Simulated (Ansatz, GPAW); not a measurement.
This is a calculation of AlCu3 for Ansatz 0.2.0. Atoms were shifted at random by some hundredths of an Å from the given cell, which wasn't relaxed again for these runs. The cell comes from a database or a generator and needn't be the stable form of this composition.

File input.yaml:

```yaml
crystal:
  lattice:
    - [3.63737667, 0.0, 0.0]
    - [0.0, 3.63737667, 0.0]
    - [0.0, 0.0, 3.63737667]
  atoms:
    - { symbol: Cu, position: [-0.003781, 0.491264, 0.512974] }
    - { symbol: Cu, position: [0.510085, 0.004394, 0.511404] }
    - { symbol: Cu, position: [0.506223, 0.500644, 0.007811] }
    - { symbol: Al, position: [-0.001323, 0.0033, 0.000178] }
hamiltonian:
  xc: pbesol
  pseudopotentials: { kind: paw }
kpoints:
  mp_grid: { grid: [7, 7, 7] }
scf:
  occupations: { method: fermi_dirac, width: 0.05 }
output:
  forces: true
  stress: true
  eigenvalues: true
```

Potentials or basis: Ansatz PAW.

Command:

```bash
$ ansatz run input.yaml --threads 1 --pin off --max-ram 3584MiB --backend cpu --events-out ev --progress --plain --runs-dir out
```

Problem. Set up the same calculation for GPAW 26.7.0 (ASE script). Potentials or basis there: PAW data sets generated for this functional, cutoff 600 eV.

Solution. As run (cutoffs and basis follow the program's own potentials, and thresholds, step limits or extra output files can differ):

File run.py:

```python
from ase import Atoms
from ase.dft.bandgap import bandgap
from ase.io import write
from ase.units import GPa
from gpaw import GPAW, PW, setup_paths

setup_paths.insert(0, '.')

atoms = Atoms(['Cu', 'Cu', 'Cu', 'Al'],
              cell=[[3.63737667, 0.0, 0.0],
                    [0.0, 3.63737667, 0.0],
                    [0.0, 0.0, 3.63737667]],
              scaled_positions=[[-0.003781, 0.491264, 0.512974],
                                [0.510085, 0.004394, 0.511404],
                                [0.506223, 0.500644, 0.007811],
                                [-0.001323, 0.0033, 0.000178]],
              pbc=True)

calc = GPAW(mode=PW(600),
            xc='PBEsol',
            kpts={'size': (7, 7, 7), 'gamma': True},
            occupations={'name': 'fermi-dirac', 'width': 0.05},
            nbands=35,
            convergence={'density': 1e-05, 'energy': 1e-05},
            maxiter=150,
            txt='gpaw.txt')
atoms.calc = calc
energy = atoms.get_potential_energy()
forces = atoms.get_forces()
stress = atoms.get_stress()
calc.write('gs.gpw')
write('result.traj', atoms)
print(f'Energy: {energy:.6f} eV')
print('Forces (eV/A):')
print(forces.round(4))
print('Stress (GPa):', (stress / GPa).round(3))
print('Fermi level:', round(calc.get_fermi_level(), 4), 'eV')
print(f'Gap: {bandgap(calc)[0]:.4f} eV, direct: {bandgap(calc, direct=True)[0]:.4f} eV')
```

Potentials or basis: PAW data sets generated in the run's folder for this functional, pw.

Command:

```sh
$ gpaw-setup -f PBEsol Al Cu
$ OMP_NUM_THREADS=1 python run.py
```

Both were run:

|  | Ansatz | GPAW |
| --- | --- | --- |
| Pressure | -0.4 GPa | 1.1 GPa |
| Largest force | 0.463 eV/Å | 0.477 eV/Å |
| Energy over the undisturbed cell | 6.3 meV/atom | 6.5 meV/atom |

Ansatz's pressure holds a Pulay term of +0.09 GPa for its cutoff of 420 eV, which the other run lacks.

The potentials hold 60 and 36 valence electrons a cell.

Ansatz's potentials were made for PBE.

Where Ansatz's input types no cutoff or centring, it takes its own default and a Γ-centred mesh.

Pressure is positive in compression.
